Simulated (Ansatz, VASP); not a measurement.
## Br in VASP and in Ansatz

INCAR

```
SYSTEM = Br
ALGO = Normal ; EDIFF = 1E-7
ENCUT = 520 ; GGA = PE
ISIF = 2 ; ISMEAR = -1
LASPH = .TRUE. ; LCHARG = .FALSE.
LREAL = .FALSE. ; LWAVE = .FALSE.
NBANDS = 10 ; NELM = 80
PREC = Accurate ; SIGMA = 0.05
```

The input KPOINTS:

```
k-points
0
G
  14 14 14
  0 0 0
```

The input POSCAR:

```
Br
1.0
    0.0000000000      2.2974515976      2.2974515976
    2.2974515976      0.0000000000      2.2974515976
    2.2974515976      2.2974515976      0.0000000000
Br
1
Direct
    0.0000000000      0.0000000000      0.0000000000
```

Input for Ansatz:

```yaml
crystal:
  lattice:
    - [0.0, 2.2974515976, 2.2974515976]
    - [2.2974515976, 0.0, 2.2974515976]
    - [2.2974515976, 2.2974515976, 0.0]
  atoms:
    - { symbol: Br, position: [0.0, 0.0, 0.0] }
kpoints:
  mp_grid: { grid: [14, 14, 14] }
scf:
  occupations: { method: fermi_dirac, width: 0.05 }
hamiltonian:
  xc: pbe
  pseudopotentials: { kind: all_electron, lapw: { basis_error: 0.001 } }
output:
  forces: true
  stress: true
  eigenvalues: true
  populations: true
```

Change from the starting cell: volume scaled by 0.92, LAPW.

Alike in both runs: task single point; functional PBE; k mesh 14 × 14 × 14; occupations fermi-dirac, width 0.05 eV; no spin polarisation.

|  | VASP | Ansatz |
| --- | --- | --- |
| version | VASP 6.6.1 | Ansatz 0.2.0 |
| potentials or method | VASP PAW PBE potentials, release 64 (Br) | all-electron LAPW, scalar-relativistic |
| plane-wave cutoff (eV) | 520 | see its input |

|  | VASP | Ansatz | Ansatz less VASP |
| --- | --- | --- | --- |
| pressure (GPa) | 3.0 | 3.0 | 0.00 |

Ansatz ran all-electron here, so the differences hold the error of VASP's frozen core and of both bases.

Caveats: an odd number of electrons without spin polarisation forces a metal; a magnetic or distorted state may lie lower.
